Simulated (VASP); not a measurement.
Output of a VASP run:

File OSZICAR:
```
       N       E                     dE             d eps       ncg     rms          rms(c)
DAV:   1     0.227521260753E+03    0.22752E+03   -0.13931E+04   512   0.153E+03
DAV:   2    -0.900206873181E+01   -0.23652E+03   -0.23426E+03   672   0.397E+02
DAV:   3    -0.182974031986E+02   -0.92953E+01   -0.92898E+01   560   0.889E+01
DAV:   4    -0.186509764101E+02   -0.35357E+00   -0.35347E+00   920   0.135E+01
DAV:   5    -0.186524654946E+02   -0.14891E-02   -0.14891E-02   552   0.938E-01    0.803E+00
DAV:   6    -0.173113774333E+02    0.13411E+01   -0.74089E+00   536   0.191E+01    0.314E+00
DAV:   7    -0.173167127914E+02   -0.53354E-02   -0.19484E-01   664   0.393E+00    0.168E+00
DAV:   8    -0.173354250645E+02   -0.18712E-01   -0.33956E-02   664   0.229E+00    0.199E-01
DAV:   9    -0.173399390323E+02   -0.45140E-02   -0.83061E-03   640   0.719E-01    0.137E-01
DAV:  10    -0.173408581636E+02   -0.91913E-03   -0.14690E-03   632   0.291E-01    0.317E-02
DAV:  11    -0.173408710517E+02   -0.12888E-04   -0.10339E-04   704   0.887E-02    0.172E-02
DAV:  12    -0.173408779387E+02   -0.68870E-05   -0.22546E-05   656   0.468E-02    0.311E-03
DAV:  13    -0.173408784052E+02   -0.46646E-06   -0.46208E-06   640   0.172E-02
   1 F= -.17340878E+02 E0= -.17340878E+02  d E =-.173409E+02
```

### OUTCAR
```
------------------------ aborting loop because EDIFF is reached ----------------------------------------
  FORCE on cell =-STRESS in cart. coord.  units (eV):
  Direction    XX          YY          ZZ          XY          YZ          ZX
  --------------------------------------------------------------------------------------
  Total       -0.0309260     -0.0309260     -0.0309260      0.0000000      0.0000000     -0.0000000
  in kB       -1.1780575     -1.1780575     -1.1780575      0.0000000      0.0000000     -0.0000000
  external PRESSURE =      -1.1780575 kB  Pullay stress =       0.0000000 kB
  volume of cell :       42.06
      direct lattice vectors                 reciprocal lattice vectors
     0.000000000  2.760235172  2.760235172    -0.181143986  0.181143986  0.181143986
     2.760235172  0.000000000  2.760235172     0.181143986 -0.181143986  0.181143986
     2.760235172  2.760235172  0.000000000     0.181143986  0.181143986 -0.181143986
 POSITION                                       TOTAL-FORCE (eV/Angst)
 -----------------------------------------------------------------------------------
      0.00000      0.00000      0.00000        -0.000000     -0.000000     -0.000000
      1.38012      1.38012      1.38012         0.000000      0.000000     -0.000000
      4.14035      4.14035      4.14035        -0.000000     -0.000000      0.000000
 -----------------------------------------------------------------------------------
    total drift:                                0.000000     -0.000000      0.000000
  FREE ENERGIE OF THE ION-ELECTRON SYSTEM (eV)
  ---------------------------------------------------
  free  energy   TOTEN  =       -17.3408784052 eV

  energy  without entropy=      -17.3408784052  energy(sigma->0) =      -17.34087841

 reached required accuracy - stopping structural energy minimisation
```
(Selected blocks of OUTCAR.)

File POSCAR:
```
CaF2
1
   -0.0000000000     2.7602351719     2.7602351719
    2.7602351719     0.0000000000     2.7602351719
    2.7602351719     2.7602351719    -0.0000000000
Ca F
1 2
Direct
  0.0000000000   1.0000000000   1.0000000000
  0.2500000000   0.2500000000   0.2500000000
  0.7500000000   0.7500000000   0.7500000000
```

Q: Reconstruct the remaining input files.

A: Several could match; the one computed here: the input of the run itself, PBE GGA, plane waves, VASP's PBE PAW potentials (set 64).

**INCAR**
```
! general
SYSTEM=CaF2
PREC  =Accurate
ENCUT =530
LREAL =F
LASPH =T

! electronic loop
EDIFF =1E-6
NELM  =100
ALGO  =Normal

! smearing
ISMEAR=0
SIGMA =0.05

! functional
GGA   =PE

! ions
IBRION=2
NSW   =60
ISIF  =3
EDIFFG=-0.02

! output
LWAVE =F
LCHARG=F
```

KPOINTS:
```
Automatic mesh
0
Gamma
6 6 6
0 0 0
```

POTCAR, in this order: Ca_sv F (PBE.64 set). Program: vasp_std.

The compound is CaF2 in the fluorite structure. It was relaxed first. The start is the result of an earlier pass.
